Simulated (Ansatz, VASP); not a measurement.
# HfO2 in VASP and in Ansatz

Contents of INCAR:

```
SYSTEM = HfO2
PREC = Accurate
ENCUT = 520
EDIFF = 1E-6
ISMEAR = 0
SIGMA = 0.05
LREAL = .False.
LASPH = .True.
NELM = 60
ALGO = Normal
ISIF = 2
LWAVE = .False.
LCHARG = .False.
GGA = PS
NBANDS = 18
```

Contents of KPOINTS:

```
Automatic mesh
0
Gamma
  8 8 8
  0 0 0
```

POSCAR

```
HfO2
1.0
   -0.0659254140      2.4439253721      2.4439253721
    2.4439253721     -0.0659254140      2.4439253721
    2.4439253721      2.4439253721     -0.0659254140
Hf O
1 2
Direct
    0.0000000000      0.0000000000      0.0000000000
    0.2500000000      0.2500000000      0.2500000000
    0.7500000000      0.7500000000      0.7500000000
```

Input for Ansatz:

```yaml
crystal:
  lattice:
    - [-0.065925414, 2.4439253721, 2.4439253721]
    - [2.4439253721, -0.065925414, 2.4439253721]
    - [2.4439253721, 2.4439253721, -0.065925414]
  atoms:
    - { symbol: Hf, position: [0.0, 0.0, 0.0] }
    - { symbol: O, position: [0.25, 0.25, 0.25] }
    - { symbol: O, position: [0.75, 0.75, 0.75] }
basis:
  ecutwfc: 520.0
kpoints:
  mp_grid: { grid: [8, 8, 8] }
hamiltonian:
  xc: pbesol
  pseudopotentials: { kind: paw, azcp: { folder: soft_1 } }
scf:
  occupations: { method: gaussian, width: 0.05 }
output:
  forces: true
  stress: true
  eigenvalues: true
```

Alike in both runs: task single point; functional PBEsol; k mesh 8 × 8 × 8; occupations gaussian, width 0.05 eV; no spin polarisation.

```csv
,VASP,Ansatz
version,VASP 6.6.1,Ansatz 0.2.0
potentials or method,"VASP PAW PBE potentials, release 64 (Hf_pv, O)","scalar-relativistic, plane waves, PAW"
plane-wave cutoff (eV),520,520
valence electrons in the cell,22,38
```

Ansatz gave:

```
gap on the k mesh at the Fermi level (eV)       : 3.83
least direct gap on the mesh (eV)               : 3.83
pressure (GPa)                                  : 16.9
largest component of the traceless stress (GPa) : 4.09
rms of the force components (eV/Å)              : 0.278
```

Task: Estimate VASP's values.

Result: gap on the k mesh at the Fermi level (eV): 3.87; least direct gap on the mesh (eV): 3.87; pressure (GPa): 12.7; largest component of the traceless stress (GPa): 4.01; rms of the force components (eV/Å): 0.266.

Atom by atom the forces differ by 0.012 eV/Å (rms over components). One of these differences is far larger than is usual between the two programs; its cause wasn't traced. The functional is the same, so the differences come from potentials, cutoffs and numerics. The two sets of potentials don't hold the same shells in valence. Ansatz warned: «pseudo_functional_mismatch».

Caveats: the PAW data sets were made with another functional, which shifts forces and pressure a little (VASP); spin-orbit coupling is left out, which moves the levels of the heavy elements. A k mesh can miss the band edges.
